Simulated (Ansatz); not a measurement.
Bi in Ansatz: the effect of functional

Bi:

```xyz
2
Lattice="2.3120 1.3348 4.0152 -2.3120 1.3348 4.0152 0.0000 -2.6696 4.0152" Properties=species:S:1:pos:R:3 pbc="T T T"
Bi    0.0000    0.0000    9.2270
Bi    0.0000    0.0000    2.8187
```

The cell isn't the ideal one: volume scaled by 1.06.

Alike in all runs:

| Item | Value |
| --- | --- |
| Program | Ansatz 0.2.0 |
| Task | single point |
| Potentials or basis | Ansatz PAW |
| k mesh | 7 × 7 × 7 |
| Occupations | fermi-dirac, width 0.05 eV |
| Spin | no spin polarisation |

```csv
functional,cutoff,gap on the mesh (eV),pressure (GPa),largest force (eV/Å)
LDA,420 eV (not typed: the program's choice for these potentials),?,?,?
r2SCAN,500 eV (not typed: the program's choice for these potentials),0.26,-1.5,0.24
PBE,420 eV (not typed: the program's choice for these potentials),0.24,-0.6,0.05
```

Problem. What does the run with functional LDA give?

Solution. gap on the mesh 0.24 eV; pressure -3.9 GPa; largest force 0.19 eV/Å.

Caveats: odd divisions of the mesh miss points on the zone boundary, where band edges often lie, so the gap on the mesh can be too wide; spin-orbit coupling is left out, which as a rule narrows the gap of such compounds by several tenths of an eV; the PAW data sets come from PBE, with cores solved anew for the run's functional, which leaves a small shift of forces and pressure (some runs).

A k mesh can miss the band edges.
